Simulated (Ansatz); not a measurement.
**Ti: a tetragonal deformation path**

Aim: for Ti, follow a tetragonal deformation at fixed volume.

Computed with Ansatz 0.2.0 (DFT PBE, scalar-relativistic, plane waves, PAW, unless a step's input says otherwise).

## 1. The system as given

The structure is cubic, space group Im-3m (No. 229). The conventional cell has a = 3.282 Å, b = 3.282 Å, c = 3.282 Å, α = 90.00°, β = 90.00°, γ = 90.00°. Ti (site symmetry m-3m) has 8 Ti at 2.84 Å as nearest neighbours.

Coordinates:

```xyz
1
Lattice="-1.6410 1.6410 1.6410 1.6410 -1.6410 1.6410 1.6410 1.6410 -1.6410" Properties=species:S:1:pos:R:3 pbc="T T T"
Ti    0.0000    0.0000    0.0000
```

No relaxation comes first: the listed cell is the starting point.

## 2. The undisturbed cell

The input, input.yaml:

```yaml
crystal:
  lattice:
    - [-1.641, 1.641, 1.641]
    - [1.641, -1.641, 1.641]
    - [1.641, 1.641, -1.641]
  atoms:
    - { symbol: Ti, position: [0.0, 0.0, 0.0] }
basis:
  ecutwfc: 350.0
kpoints:
  mp_grid: { grid: [22, 22, 22] }
hamiltonian:
  xc: pbe
scf:
  occupations: { method: gaussian, width: 0.15 }
output:
  forces: true
  stress: true
  eigenvalues: true
```

The run is started by

```sh
$ ansatz run input.yaml --threads 1 --pin off --max-ram 2560MiB --backend cpu --events-out ev --progress --plain --runs-dir out
```

The session goes on with these runs: point ρ = 0.707; At ρ = 1.414; ρ = 0.850; point ρ = 1.200; point ρ = 0.780; ρ = 1.300; At ρ = 0.920; At ρ = 1.100; point ρ = 0.650; ρ = 1.500; ρ = 0.960; At ρ = 1.050.

What does the calculation give? Wanted: highest point.

As calculated:

| quantity | value |
| --- | --- |
| highest point | 220.1 meV/atom at ρ = 0.650 |

**Reading.** Cutoff, mesh or smearing here differ from converged choices, so read the numbers with care. The undisturbed cell is not the lowest point: the energy is 51.2 meV/atom lower at ρ = 1.414; the cell was taken as given and not relaxed at this level. Further dips among the sampled points: ρ = 0.850 (-11.7 meV/atom); whether they survive relaxation was not tested. At ρ = 1.414 the cell takes another symmetry, Fm-3m, -51.2 meV/atom from the start at this fixed volume. In some runs cutoff or mesh lie under the advised values, so their numbers carry a basis error.
